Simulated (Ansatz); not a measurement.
# HfN: how the settings move a single-point run

How sensitive is a single-point run of HfN to its settings? A reference run comes first, then one run with altered input.

Method: reference: DFT, LDA, all-electron LAPW, scalar-relativistic, in Ansatz 0.2.0.

**1. The system as given**

Symmetry: I4mm, No. 107, tetragonal system. Conventional cell: a = 3.190 Å, b = 3.190 Å, c = 4.512 Å, α = 90.00°, β = 90.00°, γ = 90.00°. Hf (site symmetry 4mm) is surrounded by 5 N at 1.99 to 2.27 Å. Around N (site symmetry 4mm) lie 5 Hf at 1.99 to 2.27 Å.

Structure file:

```
Hf N
1.0
     0.00000    2.25600    2.25600
     2.25600    0.00000    2.25600
     2.25600    2.25600    0.00000
Hf N
1 1
Cartesian
  0.0000 0.0000 -0.1354
  2.2560 2.2560 2.3914
```

**2. Reference**

input.yaml reads:

```yaml
crystal:
  lattice:
    - [0.0, 2.256, 2.256]
    - [2.256, 0.0, 2.256]
    - [2.256, 2.256, 0.0]
  atoms:
    - { symbol: Hf, position: [-0.03, -0.03, 0.03] }
    - { symbol: "N", position: [0.53, 0.53, 0.47] }
kpoints:
  mp_grid: { grid: [9, 9, 9] }
scf:
  occupations: { method: fermi_dirac, width: 0.03 }
hamiltonian:
  xc: lda
  pseudopotentials: { kind: all_electron, lapw: { basis_error: 0.001 } }
output:
  forces: true
  stress: true
  eigenvalues: true
  populations: true
```

On the command line:

```bash
$ ansatz run input.yaml --threads 1 --pin off --max-ram 2048MiB --backend cpu --events-out ev --progress --plain --runs-dir out
```

**3. Changed: symmetry.detect false, occupations.method tetrahedron, width left out**

input.yaml, as its differences from that of step 2:

```diff
@@ -8,2 +8,3 @@
     - { symbol: "N", position: [0.53, 0.53, 0.47] }
+  symmetry: { detect: false }
 kpoints:
@@ -11,3 +12,3 @@
 scf:
-  occupations: { method: fermi_dirac, width: 0.03 }
+  occupations: { method: tetrahedron }
 hamiltonian:
```

What does the calculation give? Wanted: for each run, ending; energy change; pressure; gap; force.

As calculated:

| run | ending | energy change | pressure (GPa) | gap (eV) | force (eV/Å) | cycles | time |
| --- | --- | --- | --- | --- | --- | --- | --- |
| reference | converged | 0 | 1.8 | 0.00 | 3.38 | 10 | 46 s |
| 1: symmetry.detect false, occupations.method tetrahedron, width left out | converged | +2.8 meV/atom (σ→0) | 1.9 | 0.00 | 3.43 | 10 | 3.4 min |

Residual by cycle in the longest SCF loop of each run; runs are numbered as in the table. The quantity is the density residual dr2, in eV.

| cycle | reference | run 1 |
| --- | --- | --- |
| 1 | 5.88 | 5.86 |
| 2 | 0.387 | 0.395 |
| 3 | 0.344 | 0.345 |
| 4 | 0.0441 | 0.0375 |
| 5 | 0.00209 | 0.00234 |
| 6 | 4.2e-4 | 4.2e-4 |
| 7 | 5.6e-5 | 5.4e-5 |
| 8 | 3.8e-6 | 3.6e-6 |
| 9 | 7.2e-7 | 7.2e-7 |
| 10 | 7.4e-8 | 7.2e-8 |

What this shows: Changing the use of symmetry and smearing moves the energy by +2.8 meV/atom (σ→0 values), and the largest force goes from 3.38 to 3.43 eV/Å. Cost: 3.4 min against 46 s.
